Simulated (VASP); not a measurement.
# PtSe2 (C2/m) in VASP: further runs

Runs on PtSe2. Level: LDA+U. Tasks: single point.

Program: VASP 6.6.1. These are calculated values, not measurements. Logs are shortened: lines on timing, memory, paths and dates and some standing lists are left out, and cuts for length are marked.

## 1. The structure

Symmetry: C2/m, No. 12, monoclinic system. The conventional cell has a = 6.560 Å, b = 4.022 Å, c = 4.626 Å, α = 90.00°, β = 90.04°, γ = 90.00°. Around Pt (site symmetry 2/m) lie 6 Se at 2.45 to 2.71 Å. Se (site symmetry m) is surrounded by 3 Pt at 2.45 to 2.71 Å.

The cell was built by a generator and isn't the measured one.

## 2. Single point, LDA+U, collinear spin, ferromagnetic start

INCAR reads:

```
  PREC = Accurate
  ENCUT = 520
  EDIFF = 1E-6
  ISMEAR = 0
  SIGMA = 0.05
  LREAL = False
  LASPH = True
  NELM = 60
  ALGO = Normal
  ISIF = 2
  LWAVE = False
  LCHARG = True
  ISPIN = 2
  MAGMOM = 0.5 0 0
  LORBIT = 11
  LMAXMIX = 4
  LDAU = True
  LDAUTYPE = 2
  LDAUL = 2 -1
  LDAUU = 8 0
  LDAUJ = 0 0
  LDAUPRINT = 1
  GGA = CA
  LELF = True
  LVHAR = True
```

KPOINTS reads:

```
Automatic mesh
0
Gamma
  6 6 4
```

POSCAR reads:

```
PtSe2
1.0
    3.2802082100     -2.0108328800      0.0000000000
    3.2802082100      2.0108328800      0.0000000000
   -0.0032294100      0.0000000000      4.6257814300
Pt Se
1 2
Direct
    0.0000000000      0.0000000000      0.0000000000
    0.6879000000      0.6879000000      0.2889000000
    0.3121000000      0.3121000000      0.7111000000
```

Potentials or basis: VASP PAW LDA potentials, release 64 (Pt, Se).

On the command line:

```bash
cat potpaw_LDA.64/Pt/POTCAR potpaw_LDA.64/Se/POTCAR > POTCAR
mpirun -np 1 vasp_std > vasp.out
```

OUTCAR:

```text
PREC = Accurate
   ENCUT = 520
   EDIFF = 1E-6
   ISMEAR = 0
   LREAL = False
   LASPH = True
   NELM = 60
   ISIF = 2
   ISPIN = 2
   LORBIT = 11
   GGA = CA

 ion  position               nearest neighbor table
   1  0.000  0.000  0.000-   2 2.45   3 2.45   2 2.71   2 2.71   3 2.71   3 2.71
   2  0.688  0.688  0.289-   1 2.45   1 2.71   1 2.71
   3  0.312  0.312  0.711-   1 2.45   1 2.71   1 2.71

  LATTYP: Found a base centered monoclinic cell.
 ALAT       =     6.5604164200
 B/A-ratio  =     0.6130198912
 C/A-ratio  =     0.7051050210
 COS(beta)  =    -0.0006981327

  Lattice vectors:

 A1 = (   3.2802082100,  -2.0108328800,   0.0000000000)
 A2 = (   3.2802082100,   2.0108328800,   0.0000000000)
 A3 = (  -0.0032294100,   0.0000000000,   4.6257814300)

Analysis of symmetry for initial positions (statically):
=====================================================================
 Subroutine PRICEL returns:
 Original cell was already a primitive cell.

 Routine SETGRP: Setting up the symmetry group for a
 base centered monoclinic supercell.

 Subroutine GETGRP returns: Found  4 space group operations
 (whereof  4 operations were pure point group operations)
 out of a pool of  4 trial point group operations.

The static configuration has the point symmetry C_2h.

Analysis of symmetry for dynamics (positions and initial velocities):
=====================================================================
 Subroutine PRICEL returns:
 Original cell was already a primitive cell.

 Routine SETGRP: Setting up the symmetry group for a
 base centered monoclinic supercell.

 Subroutine GETGRP returns: Found  4 space group operations
 (whereof  4 operations were pure point group operations)
 out of a pool of  4 trial point group operations.

The dynamic configuration has the point symmetry C_2h.

Analysis of structural, dynamic, and magnetic symmetry:
=====================================================================
 Subroutine PRICEL returns:
 Original cell was already a primitive cell.

 Routine SETGRP: Setting up the symmetry group for a
 base centered monoclinic supercell.

 Subroutine GETGRP returns: Found  4 space group operations
 (whereof  4 operations were pure point group operations)
 out of a pool of  4 trial point group operations.

The overall configuration has the point symmetry C_2h.

 Subroutine INISYM returns: Found  4 space group operations
 (whereof  4 operations are pure point group operations),
 and found     1 'primitive' translations

----------------------------------------------------------------------------------------

                                     Primitive cell

  volume of cell :      61.0229

  direct lattice vectors                    reciprocal lattice vectors
     3.280208210 -2.010832880  0.000000000     0.152429348 -0.248653185  0.000106416
     3.280208210  2.010832880  0.000000000     0.152429348  0.248653185  0.000106416
    -0.003229410  0.000000000  4.625781430     0.000000000  0.000000000  0.216179691

  length of vectors
     3.847494610  3.847494610  4.625782557     0.291655831  0.291655831  0.216179691

  position of ions in fractional coordinates (direct lattice)
     0.000000000  0.000000000  0.000000000
     0.687900000  0.687900000  0.288900000
     0.312100000  0.312100000  0.711100000

  ion indices of the primitive-cell ions
   primitive index   ion index
                 1           1
                 2           2
                 3           3

----------------------------------------------------------------------------------------

 KPOINTS: Automatic mesh

Automatic generation of k-mesh.
[... 92 lines left out ...]
   angular momentum for each species LDAUL =     2   -1
   U (eV)           for each species LDAUU =   8.0  0.0
   J (eV)           for each species LDAUJ =   0.0  0.0
   GGA     = CA    functional components
   LHFCALC =     F    Hartree Fock is set to
   AEXX    =    0.0000 exact exchange contribution
   IVDW    =     0    specifies the selected vdW correction
   LEPSILON=     F    determine dielectric tensor
   LRPA    =     F    only Hartree local field effects (RPA)
 spin polarized calculation
 Gauss-broadening in eV      SIGMA  =   0.05
  energy-cutoff  :      520.00
  volume of cell :       61.02
 maximum number of plane-waves:      1668
 NGX is ok and might be reduce to    30
   NGX = 15   NGY = 15   NGZ = 17

 number of electron      22.0000000 magnetization       0.1304376

 Free energy of the ion-electron system (eV)
  ---------------------------------------------------
  ext. energy  EPLUGINS =         0.00000000
  ---------------------------------------------------
  free energy    TOTEN  =       -11.54166120 eV

  energy without entropy =      -11.53992208  energy(sigma->0) =      -11.54079164

atom =   1  type =  1  l = 2

 onsite density matrix

spin component  1

  0.9116 -0.0657  0.0000  0.0000  0.0000
 -0.0657  0.8853  0.0000  0.0000  0.0000
  0.0000  0.0000  0.9629  0.0110 -0.0078
  0.0000  0.0000  0.0110  0.8201  0.1057
  0.0000  0.0000 -0.0078  0.1057  0.8858

spin component  2

  0.9116 -0.0657  0.0000  0.0000  0.0000
 -0.0657  0.8853  0.0000  0.0000  0.0000
  0.0000  0.0000  0.9629  0.0110 -0.0078
  0.0000  0.0000  0.0110  0.8201  0.1057
  0.0000  0.0000 -0.0078  0.1057  0.8858

 occupancies and eigenvectors

  o =  0.7415  v =  0.0000  0.0000  0.0000  0.0000  0.0000  0.0000  0.0000  0.0608 -0.8038  0.5919      0.0000  0.0000  0.0000  0.0000  0.0000  0.0000  0.0000  0.0000  0.0000  0.0000
  o =  0.7415  v =  0.0000  0.0000  0.0608 -0.8037  0.5919  0.0000  0.0000  0.0000  0.0000  0.0000      0.0000  0.0000  0.0000  0.0000  0.0000  0.0000  0.0000  0.0000  0.0000  0.0000
  o =  0.8315  v =  0.0000  0.0000  0.0000  0.0000  0.0000 -0.6338 -0.7735  0.0000  0.0000  0.0000      0.0000  0.0000  0.0000  0.0000  0.0000  0.0000  0.0000  0.0000  0.0000  0.0000
  o =  0.8315  v = -0.6338 -0.7735  0.0000  0.0000  0.0000  0.0000  0.0000  0.0000  0.0000  0.0000      0.0000  0.0000  0.0000  0.0000  0.0000  0.0000  0.0000  0.0000  0.0000  0.0000
  o =  0.9634  v =  0.0000  0.0000 -0.6582  0.4135  0.6291  0.0000  0.0000  0.0000  0.0000  0.0000      0.0000  0.0000  0.0000  0.0000  0.0000  0.0000  0.0000  0.0000  0.0000  0.0000
  o =  0.9635  v =  0.0000  0.0000  0.0000  0.0000  0.0000  0.0000  0.0000 -0.6598  0.4125  0.6281      0.0000  0.0000  0.0000  0.0000  0.0000  0.0000  0.0000  0.0000  0.0000  0.0000
  o =  0.9639  v =  0.0000  0.0000 -0.7504 -0.4278 -0.5039  0.0000  0.0000  0.0000  0.0000  0.0000      0.0000  0.0000  0.0000  0.0000  0.0000  0.0000  0.0000  0.0000  0.0000  0.0000
  o =  0.9639  v =  0.0000  0.0000  0.0000  0.0000  0.0000  0.0000  0.0000 -0.7490 -0.4287 -0.5052      0.0000  0.0000  0.0000  0.0000  0.0000  0.0000  0.0000  0.0000  0.0000  0.0000
  o =  0.9654  v = -0.7735  0.6338  0.0000  0.0000  0.0000  0.0000  0.0000  0.0000  0.0000  0.0000      0.0000  0.0000  0.0000  0.0000  0.0000  0.0000  0.0000  0.0000  0.0000  0.0000
  o =  0.9654  v =  0.0000  0.0000  0.0000  0.0000  0.0000 -0.7735  0.6338  0.0000  0.0000  0.0000      0.0000  0.0000  0.0000  0.0000  0.0000  0.0000  0.0000  0.0000  0.0000  0.0000

 number of electron      22.0000000 magnetization       0.0000304

 Free energy of the ion-electron system (eV)
  ---------------------------------------------------
  ext. energy  EPLUGINS =         0.00000000
  ---------------------------------------------------
  free energy    TOTEN  =       -11.72505480 eV

  energy without entropy =      -11.72370104  energy(sigma->0) =      -11.72437792

 E-fermi :   5.6058     XC(G=0): -10.9506

 val. band max:        5.5867945521   @ k =   0.0000   0.0000   0.0000
 cond. band min:       5.6215231324   @ k =   0.1667   0.0000   0.5000
 fundamental gap:      0.0347285803
 Fermi energy:         5.6057766176

 spin component 1

 k-point     1 :       0.0000    0.0000    0.0000
  band No.  band energies     occupation
      1      -9.4125      1.00000
      2      -6.1490      1.00000
      3      -1.3771      1.00000
      4      -0.7270      1.00000
      5      -0.2274      1.00000
      6       0.7808      1.00000
      7       0.9337      1.00000
      8       2.6050      1.00000
      9       4.7899      1.00000
     10       5.2892      1.00000
     11       5.5868      0.70433
     12       6.4303      0.00000
[... 841 lines left out ...]
      4      -0.1658      1.00000
      5       0.0863      1.00000
      6       0.4466      1.00000
      7       1.0605      1.00000
      8       1.6557      1.00000
      9       3.2943      1.00000
     10       3.9115      1.00000
     11       4.6760      1.00000
     12       6.2233      0.00000
     13       7.7924      0.00000
     14      10.8974      0.00000
     15      12.5595      0.00000

 [... further k-points ...]

------------------------ aborting loop because EDIFF is reached ----------------------------------------

  FORCE on cell =-STRESS in cart. coord.  units (eV):
  Direction    XX          YY          ZZ          XY          YZ          ZX
  --------------------------------------------------------------------------------------
  -------------------------------------------------------------------------------------
  Total       -4.3243663     -7.1847833     -3.9474544      0.0000000      0.0000000     -1.3809192
  in kB     -113.5378221   -188.6391208   -103.6418632      0.0000000      0.0000000    -36.2565387
  external PRESSURE =    -135.2729354 kB  Pullay stress =       0.0000000 kB

 VOLUME and BASIS-vectors are now :
 -----------------------------------------------------------------------------
  energy-cutoff  :      520.00
  volume of cell :       61.02
      direct lattice vectors                 reciprocal lattice vectors
     3.280208210 -2.010832880  0.000000000     0.152429348 -0.248653185  0.000106416
     3.280208210  2.010832880  0.000000000     0.152429348  0.248653185  0.000106416
    -0.003229410  0.000000000  4.625781430     0.000000000  0.000000000  0.216179691

 POSITION                                       TOTAL-FORCE (eV/Angst)
 -----------------------------------------------------------------------------------
      0.00000      0.00000      0.00000         0.000000      0.000000      0.000000
      4.51198      0.00000      1.33639        -0.187254      0.000000     -1.021106
      2.04521      0.00000      3.28939         0.187254      0.000000      1.021106
 -----------------------------------------------------------------------------------
    total drift:                                0.000000      0.000000      0.000000

  FREE ENERGIE OF THE ION-ELECTRON SYSTEM (eV)
  ---------------------------------------------------
  free  energy   TOTEN  =       -11.7250548009 eV

  energy  without entropy=      -11.7237010391  energy(sigma->0) =      -11.72437792

 total charge

# of ion       s       p       d       tot
------------------------------------------
    1        0.570   0.473   8.853   9.897
    2        1.505   2.116   0.057   3.679
    3        1.505   2.116   0.057   3.679
--------------------------------------------------
tot          3.581   4.706   8.968  17.255

 magnetization (x)

# of ion       s       p       d       tot
------------------------------------------
    1        0.000   0.000   0.000   0.000
    2        0.000  -0.000  -0.000  -0.000
    3        0.000  -0.000  -0.000  -0.000
--------------------------------------------------
tot          0.000  -0.000   0.000   0.000
```

Run time: 39 s. Hardware: 1 thread of Intel Xeon 6975P-C (Granite Rapids), shared host; peak memory 0.21 GiB.

Results:

```
Free energy                                           : -11.7251 eV
Pressure                                              : -13.5 GPa
Largest force                                         : 1.038 eV/Å
Band gap on the k mesh                                : none (metal or under the smearing width)
Net moment                                            : 0.00 μB per cell
Valence electrons inside the program's atomic spheres : Pt 9.90; Se 3.68
```

Forces on the atoms (eV/Å):
```
Pt   0.000  0.000  0.000
Se  -0.187  0.000 -1.021
Se   0.187  0.000  1.021
```

Eigenvalues of the final occupation matrices:
```tsv
site	spin	trace	eigenvalues
site 1 d	1	4.47	0.74 0.83 0.96 0.96 0.97
site 1 d	2	4.47	0.74 0.83 0.96 0.96 0.97
```

Caveat: forces of over 1 eV/Å show positions far from the minimum, so gaps and moduli don't describe the material at rest. Spin-orbit coupling is left out, which matters for the levels of Pt.

## 3. Single point, LDA+U, collinear spin, ferromagnetic start

INCAR reads:

```
PREC = Accurate
ENCUT = 520
EDIFF = 1E-6
ISMEAR = 0
SIGMA = 0.05
LREAL = F
LASPH = T
NELM = 60
ALGO = Normal
ISIF = 2
LWAVE = F
LCHARG = T
ISPIN = 2
MAGMOM = 0.5 0 0
LORBIT = 11
LMAXMIX = 4
LDAU = T
LDAUTYPE = 2
LDAUL = 2 -1
LDAUU = 8 0
LDAUJ = 0 0
LDAUPRINT = 1
GGA = CA
LELF = T
LVHAR = T
```

KPOINTS is that of step 2.

POSCAR is that of step 2.

Potentials or basis: VASP PAW LDA potentials, release 64 (Pt, Se).

On the command line:

```bash
cat potpaw_LDA.64/Pt/POTCAR potpaw_LDA.64/Se/POTCAR > POTCAR
mpirun -np 1 vasp_std > vasp.out
```

It took 39 s on 1 thread of Intel Xeon 6975P-C (Granite Rapids), shared host; peak memory 0.21 GiB.

Results (log left out):

```
Free energy                                           : -11.7251 eV
Pressure                                              : -13.5 GPa
Largest force                                         : 1.038 eV/Å
Band gap on the k mesh                                : none (metal or under the smearing width)
Net moment                                            : 0.00 μB per cell
Valence electrons inside the program's atomic spheres : Pt 9.90; Se 3.68
```

Forces on the atoms (eV/Å):
```
Pt   0.000  0.000  0.000
Se  -0.187  0.000 -1.021
Se   0.187  0.000  1.021
```

Stress tensor (GPa, compression positive):
```
-11.35   0.00  -3.63
  0.00 -18.86   0.00
 -3.63   0.00 -10.36
```

Levels at points of the mesh, in eV from the Fermi level:
Spin up:
```tsv
k point	band 7	band 8	band 9	band 10	band 11	band 12	band 13	band 14	band 15
(0.00, 0.00, 0.00)	-4.67	-3.00	-0.82	-0.32	-0.02	0.82	0.99	4.10	4.13
(0.50, 0.00, 0.00)	-4.20	-3.42	-3.15	-3.00	-2.23	-0.08	2.61	5.74	7.21
(0.50, 0.50, 0.00)	-4.52	-3.81	-3.50	-2.82	-2.04	0.99	2.17	5.14	6.14
(0.00, 0.00, 0.50)	-4.76	-2.33	-2.04	-2.00	-1.35	1.97	2.32	5.68	7.00
(0.50, 0.00, 0.50)	-4.59	-3.91	-3.55	-1.54	0.08	0.09	1.79	5.17	5.22
(0.50, 0.50, 0.50)	-4.58	-4.52	-3.51	-1.70	-1.23	-0.63	1.10	6.21	6.35
```
Spin down:
```csv
k point,band 8,band 9,band 10,band 11,band 12,band 13,band 14,band 15
"(0.00, 0.00, 0.00)",-3.00,-0.82,-0.32,-0.02,0.82,0.99,4.10,4.13
"(0.50, 0.00, 0.00)",-3.42,-3.15,-3.00,-2.23,-0.08,2.61,5.74,7.21
"(0.50, 0.50, 0.00)",-3.81,-3.50,-2.82,-2.04,0.99,2.17,5.14,6.14
"(0.00, 0.00, 0.50)",-2.33,-2.04,-2.00,-1.35,1.97,2.32,5.68,7.01
"(0.50, 0.00, 0.50)",-3.91,-3.55,-1.54,0.08,0.09,1.79,5.17,5.22
"(0.50, 0.50, 0.50)",-4.52,-3.51,-1.70,-1.23,-0.63,1.10,6.21,6.35
```

Eigenvalues of the final occupation matrices:
| site | spin | trace | eigenvalues |
| --- | --- | --- | --- |
| site 1 d | 1 | 4.47 | 0.74 0.83 0.96 0.96 0.97 |
| site 1 d | 2 | 4.47 | 0.74 0.83 0.96 0.96 0.97 |

Caveat: forces of over 1 eV/Å show positions far from the minimum, so gaps and moduli don't describe the material at rest. The state reached can hang on the start; a lower one may exist.

## 4. Single point, LDA+U, collinear spin, zero start

INCAR reads:

```
SYSTEM = PtSe2
PREC     = Accurate       ! precision mode
ENCUT    = 520            ! plane-wave cutoff, eV
EDIFF    = 1E-6           ! SCF threshold, eV
ISMEAR   = 0              ! smearing method
SIGMA    = 0.05           ! smearing width, eV
LREAL    = .False.        ! projectors in reciprocal space
LASPH    = .True.         ! aspherical terms in the spheres
NELM     = 80             ! most SCF steps
ALGO     = Normal         ! electronic algorithm
ISIF     = 2              ! what is computed and relaxed
LWAVE    = .False.        ! write WAVECAR
LCHARG   = .False.        ! write CHGCAR
ISPIN    = 2              ! spin polarisation
MAGMOM   = 0 0 0          ! initial moments
LORBIT   = 11             ! projections on sites
LMAXMIX  = 4              ! l up to which the mixer works
LDAU     = .True.         ! DFT+U
LDAUTYPE = 2            
LDAUL    = 2 -1           ! shell
LDAUU    = 8 0            ! U, eV
LDAUJ    = 0 0          
LDAUPRINT= 1            
GGA      = CA             ! functional
NBANDS   = 22             ! bands
```

KPOINTS reads:

```
Automatic mesh
0
Gamma
  6 6 4
  0 0 0
```

POSCAR is that of step 3.

On the command line:

```bash
cat potpaw_LDA.64/Pt/POTCAR potpaw_LDA.64/Se/POTCAR > POTCAR
mpirun -np 1 vasp_std > vasp.out
```

It took 51 s on 1 thread of Intel Xeon 6975P-C (Granite Rapids), shared host; peak memory 0.23 GiB.

The run converged. Its results:

| Quantity | Value |
| --- | --- |
| Free energy | -11.7251 eV |
| Pressure | -13.5 GPa |
| Largest force | 1.038 eV/Å |
| Band gap on the k mesh | none (metal or under the smearing width) |
| Net moment | 0.00 μB per cell |
| Valence electrons inside the program's atomic spheres | Pt 9.90; Se 3.68 |

Forces in eV/Å, atoms in the order of the input:
```
Pt   0.000  0.000  0.000
Se  -0.187  0.000 -1.021
Se   0.187  0.000  1.021
```

Stress tensor (GPa, compression positive):
```
-11.35   0.00  -3.62
  0.00 -18.86   0.00
 -3.62   0.00 -10.36
```

Levels at points of the mesh, in eV from the Fermi level:
Spin up:
```tsv
k point	band 7	band 8	band 9	band 10	band 11	band 12	band 13	band 14	band 15	band 16
(0.00, 0.00, 0.00)	-4.67	-3.00	-0.82	-0.32	-0.02	0.82	0.99	4.10	4.13	6.77
(0.50, 0.00, 0.00)	-4.20	-3.42	-3.15	-3.00	-2.23	-0.08	2.61	5.74	7.21	7.37
(0.50, 0.50, 0.00)	-4.52	-3.81	-3.50	-2.82	-2.04	0.99	2.17	5.14	6.14	6.32
(0.00, 0.00, 0.50)	-4.76	-2.33	-2.04	-2.00	-1.35	1.97	2.32	5.68	6.99	7.01
(0.50, 0.00, 0.50)	-4.59	-3.91	-3.55	-1.54	0.08	0.09	1.79	5.17	5.22	8.67
(0.50, 0.50, 0.50)	-4.58	-4.52	-3.51	-1.70	-1.23	-0.63	1.10	6.21	6.35	9.34
```
Spin down:
```tsv
k point	band 8	band 9	band 10	band 11	band 12	band 13	band 14	band 15
(0.00, 0.00, 0.00)	-3.00	-0.82	-0.32	-0.02	0.82	0.99	4.10	4.13
(0.50, 0.00, 0.00)	-3.42	-3.15	-3.00	-2.23	-0.08	2.61	5.74	7.21
(0.50, 0.50, 0.00)	-3.81	-3.50	-2.82	-2.04	0.99	2.17	5.14	6.14
(0.00, 0.00, 0.50)	-2.33	-2.04	-2.00	-1.35	1.97	2.32	5.68	6.99
(0.50, 0.00, 0.50)	-3.91	-3.55	-1.54	0.08	0.09	1.79	5.17	5.22
(0.50, 0.50, 0.50)	-4.52	-3.51	-1.70	-1.23	-0.63	1.10	6.21	6.35
```

Eigenvalues of the final occupation matrices:
```tsv
site	spin	trace	eigenvalues
site 1 d	1	4.47	0.74 0.83 0.96 0.96 0.97
site 1 d	2	4.47	0.74 0.83 0.96 0.96 0.97
```

Caveat: forces of over 1 eV/Å show positions far from the minimum, so gaps and moduli don't describe the material at rest. The run has no spin-orbit coupling, so splittings on Pt are missing.

[end of part 1 of 2]
